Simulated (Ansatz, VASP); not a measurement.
One calculation of SiC3, two programs

```
Si C
1.0
     3.20212    0.00000    0.00000
     0.00000    3.20212    0.00000
     0.00000    0.00000    3.20212
Si C
1 3
Direct
  0.00000 0.00000 0.00000
  0.50000 0.00000 0.50000
  0.00000 0.50000 0.50000
  0.50000 0.50000 0.00000
```

Alike in both runs: functional PBE; k mesh 14 × 14 × 14; occupations gaussian, width 0.1 eV; no spin polarisation.

Ansatz relaxed the structure, and its values are those at the end. VASP's run is a single point on that final structure, the one shown.

|  | VASP | Ansatz |
| --- | --- | --- |
| version | VASP 6.6.1 | Ansatz 0.2.0 |
| potentials or method | VASP PAW PBE potentials, release 64 (Si, C) | scalar-relativistic, plane waves, PAW |
| plane-wave cutoff (eV) | 520 | 420 |
| valence electrons in the cell | 16 | 16 |

|  | VASP | Ansatz | Ansatz less VASP |
| --- | --- | --- | --- |
| gap on the k mesh at the Fermi level (eV) | none | none | - |
| pressure (GPa) | 0.1 | 0.0 | -0.13 |

A gap of «none» marks a metal or a gap that the smearing closes.
